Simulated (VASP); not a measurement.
# ScAl3 (Pm-3m) in VASP: settings compared

The runs below take ScAl3 through single point, with PBEsol, r2SCAN.

Everything below comes from runs of VASP 6.6.1. Logs are shortened: lines on timing, memory, paths and dates and some standing lists are left out, and cuts for length are marked.

**1. The crystal as given**

The structure is cubic, space group Pm-3m (No. 221). Conventional cell: a = 4.073 Å, b = 4.073 Å, c = 4.073 Å, α = 90.00°, β = 90.00°, γ = 90.00°. Sc (site symmetry m-3m) is surrounded by 12 Al at 2.88 Å. Al (site symmetry 4/mmm) is surrounded by 4 Sc at 2.88 Å and 8 Al at 2.88 Å.

The cell is a database's computed one.

**2. Single point, PBEsol**

INCAR

```
SYSTEM = ScAl3
PREC = Accurate
ENCUT = 900
EDIFF = 1E-6
ISMEAR = 0
SIGMA = 0.1
LREAL = .False.
LASPH = .True.
NELM = 100
ALGO = Normal
ISIF = 2
LWAVE = .False.
LCHARG = .False.
GGA = PS
NBANDS = 18
```

KPOINTS

```
regular mesh
0
Gamma
  10 10 10
  0 0 0
```

POSCAR

```
ScAl3
1.0
    4.0730600000      0.0000000000      0.0000000000
    0.0000000000      4.0730600000      0.0000000000
    0.0000000000      0.0000000000      4.0730600000
Sc Al
1 3
Direct
    0.0000000000      0.0000000000      0.0000000000
    0.5000000000      0.0000000000      0.5000000000
    0.0000000000      0.5000000000      0.5000000000
    0.5000000000      0.5000000000      0.0000000000
```

Potentials or basis: VASP PAW PBE potentials, release 64 (Sc_sv, Al).

On the command line:

```sh
cat potpaw_PBE.64/Sc_sv/POTCAR potpaw_PBE.64/Al/POTCAR > POTCAR
mpirun -np 1 vasp_std > vasp.out
```

OUTCAR:

```text
SYSTEM = ScAl3
   PREC = Accurate
   ENCUT = 900
   EDIFF = 1E-6
   ISMEAR = 0
   LREAL = .False.
   LASPH = .True.
   NELM = 100
   ISIF = 2
   GGA = PS

 ion  position               nearest neighbor table
   1  0.000  0.000  0.000-   2 2.88   3 2.88   4 2.88   2 2.88   3 2.88   3 2.88   4 2.88   3 2.88
                             2 2.88   4 2.88   2 2.88   4 2.88
   2  0.500  0.000  0.500-   1 2.88   3 2.88   4 2.88   1 2.88   4 2.88   3 2.88   4 2.88   4 2.88
                             1 2.88   3 2.88   1 2.88   3 2.88
   3  0.000  0.500  0.500-   1 2.88   2 2.88   4 2.88   1 2.88   4 2.88   1 2.88   2 2.88   1 2.88
                             2 2.88   4 2.88   4 2.88   2 2.88
   4  0.500  0.500  0.000-   1 2.88   2 2.88   3 2.88   2 2.88   3 2.88   1 2.88   2 2.88   2 2.88
                             1 2.88   3 2.88   3 2.88   1 2.88

  LATTYP: Found a simple cubic cell.
 ALAT       =     4.0730600000

  Lattice vectors:

 A1 = (   4.0730600000,   0.0000000000,   0.0000000000)
 A2 = (   0.0000000000,   4.0730600000,   0.0000000000)
 A3 = (   0.0000000000,   0.0000000000,   4.0730600000)

Analysis of symmetry for initial positions (statically):
=====================================================================
 Subroutine PRICEL returns:
 Original cell was already a primitive cell.

 Routine SETGRP: Setting up the symmetry group for a
 simple cubic supercell.

 Subroutine GETGRP returns: Found 48 space group operations
 (whereof 48 operations were pure point group operations)
 out of a pool of 48 trial point group operations.

The static configuration has the point symmetry O_h .

Analysis of symmetry for dynamics (positions and initial velocities):
=====================================================================
 Subroutine PRICEL returns:
 Original cell was already a primitive cell.

 Routine SETGRP: Setting up the symmetry group for a
 simple cubic supercell.

 Subroutine GETGRP returns: Found 48 space group operations
 (whereof 48 operations were pure point group operations)
 out of a pool of 48 trial point group operations.

The dynamic configuration has the point symmetry O_h .

 Subroutine INISYM returns: Found 48 space group operations
 (whereof 48 operations are pure point group operations),
 and found     1 'primitive' translations

----------------------------------------------------------------------------------------

                                     Primitive cell

  volume of cell :      67.5713

[... 83 lines left out ...]
   PREC   = accura    normal or accurate (medium, high low for compatibility)
   ISTART =      0    job   : 0-new  1-cont  2-samecut
   ICHARG =      2    charge: 1-file 2-atom 10-const
   ISPIN  =      1    spin polarized calculation?
   LNONCOLLINEAR =      F non collinear calculations
   LSORBIT =      F    spin-orbit coupling
   LASPH  =      T    aspherical Exc in radial PAW
   ENCUT  =  900.0 eV  66.15 Ry    8.13 a.u.   9.96  9.96  9.96*2*pi/ulx,y,z
   NELM   =    100;   NELMIN=  2; NELMDL= -5     # of ELM steps
   EDIFF  = 0.1E-05   stopping-criterion for ELM
[... 8 lines left out ...]
   TEBEG  =    0.0;   TEEND  =   0.0 temperature during run
   PSTRESS=    0.0 pullay stress
   NELECT =      20.0000    total number of electrons
   NUPDOWN=      -1.0000    fix difference up-down
   EMIN   =  10.00;   EMAX   =-10.00  energy-range for DOS
   EFERMI =   0.00;   METHOD = LEGACY
   ISMEAR =     0;   SIGMA  =   0.10  broadening in eV -4-tet -1-fermi 0-gaus
   EFERMI_NEDOS =   21; number of points for ismear=-14 and -15
   IALGO  =     38    algorithm
   IMIX   =      4    mixing-type and parameters
     AMIX     =   0.40;   BMIX     =  1.00
     AMIX_MAG =   1.60;   BMIX_MAG =  1.00
  volume/ion in A,a.u.               =      16.89       114.00
  Fermi-wavevector in a.u.,A,eV,Ry     =   1.091015  2.061719 16.195199  1.190314
  Thomas-Fermi vector in A             =   2.227251
   LORBIT       =      0    0 simple, 1 ext, 2 COOP (PROOUT), +10 PAW based schemes
   GGA     = PS    functional components
   LHFCALC =     F    Hartree Fock is set to
   AEXX    =    0.0000 exact exchange contribution
   IVDW    =     0    specifies the selected vdW correction
   LEPSILON=     F    determine dielectric tensor
   LRPA    =     F    only Hartree local field effects (RPA)
 non-spin polarized calculation
 Gauss-broadening in eV      SIGMA  =   0.10
  energy-cutoff  :      900.00
  volume of cell :       67.57
 maximum number of plane-waves:      4224
 NGX is ok and might be reduce to    40
   NGX = 19   NGY = 19   NGZ = 19

 number of electron      20.0000002 magnetization

 Free energy of the ion-electron system (eV)
  ---------------------------------------------------
  ext. energy  EPLUGINS =         0.00000000
  ---------------------------------------------------
  free energy    TOTEN  =       -20.76772315 eV

  energy without entropy =      -20.76215747  energy(sigma->0) =      -20.76494031

 E-fermi :   7.3124     XC(G=0): -10.5413

 val. band max:        7.3095026494   @ k =   0.3000   0.0000   0.0000
 cond. band min:       7.3461209895   @ k =   0.5000   0.3000   0.2000
 fundamental gap:      0.0366183401
 Fermi energy:         7.3124331864

 k-point     1 :       0.0000    0.0000    0.0000
  band No.  band energies     occupation
      1     -41.4059      2.00000
      2     -20.2091      2.00000
      3     -20.2091      2.00000
      4     -20.2091      2.00000
      5      -2.7796      2.00000
      6       4.6615      2.00000
[... 481 lines left out ...]
      5      -1.7847      2.00000
      6       1.7448      2.00000
[... 10 lines left out ...]
     17      12.1786      0.00000
     18      12.9652      0.00000

 [... further k-points ...]
[... 5 lines left out ...]
  --------------------------------------------------------------------------------------
  -------------------------------------------------------------------------------------
  Total       -0.0038731     -0.0038731     -0.0038731      0.0000000      0.0000000      0.0000000
  in kB       -0.0918357     -0.0918357     -0.0918357      0.0000000      0.0000000      0.0000000
  external PRESSURE =      -0.0918357 kB  Pullay stress =       0.0000000 kB

 VOLUME and BASIS-vectors are now :
 -----------------------------------------------------------------------------
  energy-cutoff  :      900.00
  volume of cell :       67.57
      direct lattice vectors                 reciprocal lattice vectors
     4.073060000  0.000000000  0.000000000     0.245515657  0.000000000  0.000000000
     0.000000000  4.073060000  0.000000000     0.000000000  0.245515657  0.000000000
     0.000000000  0.000000000  4.073060000     0.000000000  0.000000000  0.245515657

 POSITION                                       TOTAL-FORCE (eV/Angst)
 -----------------------------------------------------------------------------------
      0.00000      0.00000      0.00000         0.000000      0.000000      0.000000
      2.03653      0.00000      2.03653         0.000000      0.000000      0.000000
      0.00000      2.03653      2.03653         0.000000      0.000000      0.000000
      2.03653      2.03653      0.00000         0.000000      0.000000      0.000000
 -----------------------------------------------------------------------------------
    total drift:                               -0.000000     -0.000000      0.000000

  FREE ENERGIE OF THE ION-ELECTRON SYSTEM (eV)
  ---------------------------------------------------
  free  energy   TOTEN  =       -20.7677231463 eV

  energy  without entropy=      -20.7621574672  energy(sigma->0) =      -20.76494031
```

OSZICAR:

```text
N       E                     dE             d eps       ncg     rms          rms(c)
DAV:   1     0.140129715650E+03    0.14013E+03   -0.11218E+04  2016   0.154E+03
DAV:   2    -0.152636842095E+02   -0.15539E+03   -0.15220E+03  2016   0.351E+02
DAV:   3    -0.216580780648E+02   -0.63944E+01   -0.61050E+01  3034   0.671E+01
DAV:   4    -0.218147419832E+02   -0.15666E+00   -0.15616E+00  3128   0.107E+01
DAV:   5    -0.218163300777E+02   -0.15881E-02   -0.15876E-02  2928   0.928E-01    0.942E+00
DAV:   6    -0.208513285367E+02    0.96500E+00   -0.35890E+00  3024   0.204E+01    0.331E+00
DAV:   7    -0.207955626475E+02    0.55766E-01   -0.11689E-01  3026   0.253E+00    0.196E+00
DAV:   8    -0.207684978489E+02    0.27065E-01   -0.45577E-02  3236   0.180E+00    0.317E-01
DAV:   9    -0.207681631540E+02    0.33469E-03   -0.92815E-03  3120   0.111E+00    0.212E-01
DAV:  10    -0.207677378390E+02    0.42532E-03   -0.13435E-03  3300   0.383E-01    0.651E-02
DAV:  11    -0.207677436910E+02   -0.58520E-05   -0.52707E-05  2910   0.453E-02    0.368E-02
DAV:  12    -0.207677228194E+02    0.20872E-04   -0.94896E-05  2948   0.109E-01    0.416E-03
DAV:  13    -0.207677231463E+02   -0.32683E-06   -0.22167E-06  2384   0.125E-02
   1 F= -.20767723E+02 E0= -.20764940E+02  d E =-.556568E-02
```

stdout:

```text
POSCAR found type information on POSCAR ScAl
 POSCAR found :  2 types and       4 ions
 scaLAPACK will be used
 -----------------------------------------------------------------------------
|                                                                             |
|                                                                             |
|     You enforced a specific xc type in the INCAR file but a different       |
|     I HOPE YOU KNOW WHAT YOU ARE DOING!                                     |
|                                                                             |
 -----------------------------------------------------------------------------

 LDA part: xc-table for (Slater+PW92), standard interpolation
 POSCAR, INCAR and KPOINTS ok, starting setup
 FFT: planning ... GRIDC
 FFT: planning ... GRID_SOFT
 FFT: planning ... GRID
 WAVECAR not read
 entering main loop
```

It took 1.8 min on 1 thread of Intel Xeon Platinum 8488C (Sapphire Rapids), shared host; peak memory 0.32 GiB.

What came out:

| Quantity | Value |
| --- | --- |
| Free energy | -20.7677 eV |
| Pressure | 0.0 GPa |
| Band gap on the k mesh | none (metal or under the smearing width) |

Levels at points of the mesh, in eV from the Fermi level:
```
           k point  band 8  band 9  band 10  band 11  band 12  band 13
(0.00, 0.00, 0.00)   -1.82   -1.82    -1.82     1.21     1.29     1.29
(0.50, 0.00, 0.00)   -1.74   -1.52     0.93     1.01     1.01     1.33
(0.50, 0.50, 0.00)   -4.40   -0.56    -0.56     1.20     1.36     2.07
(0.50, 0.50, 0.50)   -4.53   -2.97    -2.97    -2.97     0.93     2.62
```

Caveat: the PAW data sets were made with another functional, which shifts forces and pressure a little.

**3. Single point, r2SCAN**

INCAR: that of step 2 with these lines changed.

```diff
@@ -2,3 +2,3 @@
 PREC = Accurate
-ENCUT = 900
+ENCUT = 520
 EDIFF = 1E-6
@@ -13,3 +13,4 @@
 LCHARG = .False.
-GGA = PS
+METAGGA = R2SCAN
+LMIXTAU = .True.
 NBANDS = 18
```

KPOINTS is that of step 2.

POSCAR is that of step 2.

Potentials or basis: VASP PAW PBE potentials, release 64 (Sc_sv, Al).

On the command line:

```sh
cat potpaw_PBE.64/Sc_sv/POTCAR potpaw_PBE.64/Al/POTCAR > POTCAR
mpirun -np 1 vasp_std > vasp.out
```

OUTCAR:

```text
SYSTEM = ScAl3
   PREC = Accurate
   ENCUT = 520
   EDIFF = 1E-6
   ISMEAR = 0
   LREAL = .False.
   LASPH = .True.
   NELM = 100
   ISIF = 2
   METAGGA = R2SCAN

 ion  position               nearest neighbor table
   1  0.000  0.000  0.000-   2 2.88   3 2.88   4 2.88   2 2.88   3 2.88   3 2.88   4 2.88   3 2.88
                             2 2.88   4 2.88   2 2.88   4 2.88
   2  0.500  0.000  0.500-   1 2.88   3 2.88   4 2.88   1 2.88   4 2.88   3 2.88   4 2.88   4 2.88
                             1 2.88   3 2.88   1 2.88   3 2.88
   3  0.000  0.500  0.500-   1 2.88   2 2.88   4 2.88   1 2.88   4 2.88   1 2.88   2 2.88   1 2.88
                             2 2.88   4 2.88   4 2.88   2 2.88
   4  0.500  0.500  0.000-   1 2.88   2 2.88   3 2.88   2 2.88   3 2.88   1 2.88   2 2.88   2 2.88
                             1 2.88   3 2.88   3 2.88   1 2.88

  LATTYP: Found a simple cubic cell.
 ALAT       =     4.0730600000

  Lattice vectors:

 A1 = (   4.0730600000,   0.0000000000,   0.0000000000)
 A2 = (   0.0000000000,   4.0730600000,   0.0000000000)
 A3 = (   0.0000000000,   0.0000000000,   4.0730600000)

Analysis of symmetry for initial positions (statically):
=====================================================================
 Subroutine PRICEL returns:
[... 174 lines left out ...]
  energy without entropy =      -33.50456990  energy(sigma->0) =      -33.50712890

 E-fermi :   7.4213     XC(G=0): -11.1681

 val. band max:        7.3595251220   @ k =   0.5000   0.1000   0.1000
 cond. band min:       7.4352215025   @ k =   0.3000   0.0000   0.0000
 fundamental gap:      0.0756963805
 Fermi energy:         7.4212715114

 k-point     1 :       0.0000    0.0000    0.0000
  band No.  band energies     occupation
      1     -43.6304      2.00000
      2     -21.3735      2.00000
      3     -21.3735      2.00000
      4     -21.3735      2.00000
      5      -3.2965      2.00000
      6       4.6770      2.00000
[... 481 lines left out ...]
      5      -2.2442      2.00000
      6       1.4939      2.00000
[... 10 lines left out ...]
     17      12.5680      0.00000
     18      13.4400      0.00000

 [... further k-points ...]
[... 5 lines left out ...]
  --------------------------------------------------------------------------------------
  -------------------------------------------------------------------------------------
  Total        0.3678215      0.3678215      0.3678215      0.0000000     -0.0000000      0.0000000
  in kB        8.7213818      8.7213818      8.7213818      0.0000000     -0.0000000      0.0000000
  external PRESSURE =       8.7213818 kB  Pullay stress =       0.0000000 kB

 VOLUME and BASIS-vectors are now :
 -----------------------------------------------------------------------------
  energy-cutoff  :      520.00
  volume of cell :       67.57
      direct lattice vectors                 reciprocal lattice vectors
     4.073060000  0.000000000  0.000000000     0.245515657  0.000000000  0.000000000
     0.000000000  4.073060000  0.000000000     0.000000000  0.245515657  0.000000000
     0.000000000  0.000000000  4.073060000     0.000000000  0.000000000  0.245515657

 POSITION                                       TOTAL-FORCE (eV/Angst)
 -----------------------------------------------------------------------------------
      0.00000      0.00000      0.00000         0.000000      0.000000      0.000000
      2.03653      0.00000      2.03653         0.000000      0.000000      0.000000
      0.00000      2.03653      2.03653         0.000000      0.000000      0.000000
      2.03653      2.03653      0.00000         0.000000      0.000000      0.000000
 -----------------------------------------------------------------------------------
    total drift:                                0.000000     -0.000000      0.000000

  FREE ENERGIE OF THE ION-ELECTRON SYSTEM (eV)
  ---------------------------------------------------
  free  energy   TOTEN  =       -33.5096878902 eV

  energy  without entropy=      -33.5045699018  energy(sigma->0) =      -33.50712890
```

Run time: 3.3 min. Hardware: 1 thread of Intel Xeon Platinum 8488C (Sapphire Rapids), shared host; peak memory 0.2 GiB.

What came out:

```
Free energy            : -33.5097 eV
Pressure               : 0.9 GPa
Band gap on the k mesh : none (metal or under the smearing width)
```

Caveat: the PAW data sets were made with another functional, which shifts forces and pressure a little.
